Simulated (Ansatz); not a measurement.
# VO2: the cost of one run

Method: DFT PBE, PAW, plane waves, scalar-relativistic, in Ansatz 0.2.0.

### 1 Starting point

It takes space group P4_2/mnm (No. 136, tetragonal). Conventional cell: a = 4.517 Å, b = 4.517 Å, c = 2.872 Å, α = 90.00°, β = 90.00°, γ = 90.00°. O (site symmetry m2m) has 3 V at 1.92 Å in its first shell of neighbours. Around V (site symmetry mmm) lie 6 O at 1.92 Å.

As a file:

```xyz
6
Lattice="4.5170 0.0000 0.0000 0.0000 4.5170 0.0000 0.0000 0.0000 2.8720" Properties=species:S:1:pos:R:3 pbc="T T T"
O     1.3551    1.3551    0.0000
O     0.9034    3.6136    1.4360
O     3.1619    3.1619    0.0000
O     3.6136    0.9034    1.4360
V     0.0000    0.0000    0.0000
V     2.2585    2.2585    1.4360
```

Labels such as V6 number the atoms in the order of the input file.

First come: parallel moments, plain SCF; opposed moments +-, plain SCF; no spin polarisation; spin on, no moments given (the program may seed its own), plain SCF. What is tried next depends on their ends.

“Plain SCF” means no search for lower states. Ends within 0.2 meV/atom and 0.1 μB count as one state.

Moments by site are taken inside atomic spheres; the rest lies between them.

### 2 Parallel moments, plain SCF

The input, input.yaml:

```yaml
crystal:
  lattice:
    - [4.517, 0.0, 0.0]
    - [0.0, 4.517, 0.0]
    - [0.0, 0.0, 2.872]
  atoms:
    - { symbol: O, position: [0.3, 0.3, 0.0] }
    - { symbol: O, position: [0.2, 0.8, 0.5] }
    - { symbol: O, position: [0.7, 0.7, 0.0] }
    - { symbol: O, position: [0.8, 0.2, 0.5] }
    - { symbol: V, position: [0.0, 0.0, 0.0], spin: 2.0 }
    - { symbol: V, position: [0.5, 0.5, 0.5], spin: 2.0 }
magnetization:
  spin_polarized: true
hamiltonian:
  xc: pbe
  pseudopotentials: { kind: paw }
basis:
  ecutwfc: 420
kpoints:
  mp_grid: { grid: [4, 4, 7] }
scf:
  occupations: { method: gaussian, width: 0.05 }
  lower_state_search: "off"
output:
  forces: true
  stress: true
  write_density: true
  write_potential: true
  elf: true
  volumetric_format: npy
```

The run is started by

```console
$ ansatz run input.yaml --threads 2 --pin off --max-ram 5120MiB --backend cpu --events-out ev --progress --plain --runs-dir out
```

**Question.** How long does this run take on 2 threads of Arm Neoverse V1, shared host, and how much memory does it need?

About 5.4 s, with a peak of 0.36 GiB.
